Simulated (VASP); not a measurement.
Method: PBE GGA, VASP's PBE PAW potentials (set 64) (plane waves; VASP 6.6.1).

VASP input:

### KPOINTS
```
Automatic
0
gamma
  5 5 5
0 0 0
```

**INCAR**
```
! general
SYSTEM =CsI
PREC   =Accurate
ENCUT  =400
LREAL  =F
LASPH  =T

! electronic loop
EDIFF  =1E-6
NELM   =100
ALGO   =Normal
LMAXMIX=4

! smearing
ISMEAR =0
SIGMA  =0.05

! functional
GGA    =PE

! ions
ISIF   =2

! output
LWAVE  =F
LCHARG =F
```

File POSCAR:
```
CsI
4.66140
  1.0000000000   0.0000000000   0.0000000000
  0.0000000000   1.0000000000   0.0000000000
  0.0000000000   0.0000000000   1.0000000000
Cs I
1 1
Cart
  0.0000000000   0.0000000000   0.0000000000
  0.5000000000   0.5000000000   0.5000000000
```

POTCAR, in this order: Cs_sv I (PBE.64 set). Program: vasp_std.

What VASP printed:

### OSZICAR
```
       N       E                     dE             d eps       ncg     rms          rms(c)
DAV:   1     0.855783693598E+02    0.85578E+02   -0.53317E+03   240   0.886E+02
DAV:   2     0.159058858465E+01   -0.83988E+02   -0.80481E+02   380   0.156E+02
DAV:   3    -0.550225216324E+01   -0.70928E+01   -0.70773E+01   292   0.512E+01
DAV:   4    -0.559444451822E+01   -0.92192E-01   -0.92177E-01   292   0.760E+00
DAV:   5    -0.559563371198E+01   -0.11892E-02   -0.11892E-02   304   0.905E-01    0.157E+00
DAV:   6    -0.546584240401E+01    0.12979E+00   -0.17449E-01   268   0.192E+00    0.119E+00
DAV:   7    -0.543815258600E+01    0.27690E-01   -0.14771E-01   272   0.183E+00    0.607E-01
DAV:   8    -0.544187599422E+01   -0.37234E-02   -0.10655E-02   268   0.660E-01    0.720E-02
DAV:   9    -0.544230280883E+01   -0.42681E-03   -0.11782E-03   288   0.216E-01    0.784E-02
DAV:  10    -0.544238751870E+01   -0.84710E-04   -0.11586E-04   284   0.792E-02    0.132E-02
DAV:  11    -0.544238547178E+01    0.20469E-05   -0.29541E-05   284   0.272E-02    0.532E-03
DAV:  12    -0.544238627955E+01   -0.80777E-06   -0.36939E-06   276   0.136E-02
   1 F= -.54423863E+01 E0= -.54423863E+01  d E =-.691961E-11
```

**OUTCAR**
```
------------------------ aborting loop because EDIFF is reached ----------------------------------------
  FORCE on cell =-STRESS in cart. coord.  units (eV):
  Direction    XX          YY          ZZ          XY          YZ          ZX
  --------------------------------------------------------------------------------------
  Total        0.0329407      0.0329407      0.0329407      0.0000000     -0.0000000      0.0000000
  in kB        0.5210671      0.5210671      0.5210671      0.0000000     -0.0000000      0.0000000
  external PRESSURE =       0.5210671 kB  Pullay stress =       0.0000000 kB
  volume of cell :      101.29
      direct lattice vectors                 reciprocal lattice vectors
     4.661400000  0.000000000  0.000000000     0.214527824  0.000000000  0.000000000
     0.000000000  4.661400000  0.000000000     0.000000000  0.214527824  0.000000000
     0.000000000  0.000000000  4.661400000     0.000000000  0.000000000  0.214527824
 POSITION                                       TOTAL-FORCE (eV/Angst)
 -----------------------------------------------------------------------------------
      0.00000      0.00000      0.00000         0.000000      0.000000      0.000000
      2.33070      2.33070      2.33070         0.000000      0.000000      0.000000
 -----------------------------------------------------------------------------------
    total drift:                               -0.000000     -0.000000     -0.000000
  FREE ENERGIE OF THE ION-ELECTRON SYSTEM (eV)
  ---------------------------------------------------
  free  energy   TOTEN  =        -5.4423862795 eV

  energy  without entropy=       -5.4423862795  energy(sigma->0) =       -5.44238628
```
(Selected blocks of OUTCAR.)

File OUTCAR:
```
 val. band max:        0.4219073106   @ k =   0.4000   0.4000   0.0000

 cond. band min:       4.1465703806   @ k =   0.0000   0.0000   0.0000


 Fermi energy:         0.6443098792

 k-point     1 :       0.0000    0.0000    0.0000
  band No.  band energies     occupation
      1     -20.0119      2.00000
      2     -10.1047      2.00000
      3      -6.7210      2.00000
      4      -6.7210      2.00000
      5      -6.7210      2.00000
      6       0.3657      2.00000
      7       0.3657      2.00000
      8       0.3657      2.00000
      9       4.1466      0.00000
     10       4.7267      0.00000
     11       4.7267      0.00000
     12       8.0870      0.00000

 k-point     2 :       0.2000    0.0000    0.0000
  band No.  band energies     occupation
      1     -20.0055      2.00000
      2     -10.1046      2.00000
      3      -6.7704      2.00000
      4      -6.7041      2.00000
      5      -6.7041      2.00000
      6      -0.1915      2.00000
      7       0.3269      2.00000
      8       0.3269      2.00000
      9       4.9009      0.00000
     10       4.9514      0.00000
     11       5.4777      0.00000
     12       7.9947      0.00000

 k-point     3 :       0.4000    0.0000    0.0000
  band No.  band energies     occupation
      1     -19.9951      2.00000
      2     -10.1065      2.00000
      3      -6.8389      2.00000
      4      -6.6765      2.00000
      5      -6.6765      2.00000
      6      -0.8581      2.00000
      7       0.2614      2.00000
      8       0.2614      2.00000
      9       5.5121      0.00000
     10       6.2904      0.00000
     11       6.7699      0.00000
     12       7.5896      0.00000

 k-point     4 :       0.2000    0.2000    0.0000
  band No.  band energies     occupation
      1     -19.9993      2.00000
      2     -10.0880      2.00000
      3      -6.8264      2.00000
      4      -6.7302      2.00000
      5      -6.6893      2.00000
      6      -0.2726      2.00000
...
```

Unless said otherwise, spin-orbit coupling is left out, though it shifts the bands of the heavy elements here.

The compound is CsI in the CsCl type structure. The cell was not relaxed at this level.
